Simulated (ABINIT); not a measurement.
## C: equation of state with PBE

C:

```
CELL_PARAMETERS angstrom
2.12732 -1.22828 0.00000
2.12732 1.22828 0.00000
-1.37907 0.00000 3.50283
ATOMIC_POSITIONS crystal
C 0.16664 0.16664 0.99991
C 0.83336 0.83336 0.00009
```

This is a stacking variant of graphite.

```
Program             : ABINIT 10.8.3 (patched build)
Task                : equation of state
Functional          : PBE
Potentials or basis : JTH PAW PBE v2.0
Cutoff              : 517 eV
k mesh              : 13 × 13 × 8
Occupations         : fermi-dirac, width 0.05 eV
Spin                : no spin polarisation
```

The equilibrium volume is 9.28 Å³/atom and the bulk modulus at fixed shape and positions is 251 GPa. The pressure derivative of the bulk modulus is 5.8 (rough: it moves with the points fitted).

Energy against volume, from the lowest point:
```csv
volume (Å³/atom),energy (meV/atom)
8.604,45.61
8.787,23.16
8.970,8.55
9.153,0.83
9.336,0.00
9.519,4.37
9.702,13.16
```

Wall time 2.8 min on 1 thread of Arm Neoverse V1, on a shared host, peak memory 0.16 GiB.

Caveat: the atomic spheres overlap; pressures at fixed basis lie under the slope of the energies; the cell was scaled at fixed shape and fractional positions, which overstates the stiffness of a crystal with free parameters, most of all of layers and chains; this functional lacks dispersion, which binds the layers, so the pressure and a relaxed spacing across them are unreliable.
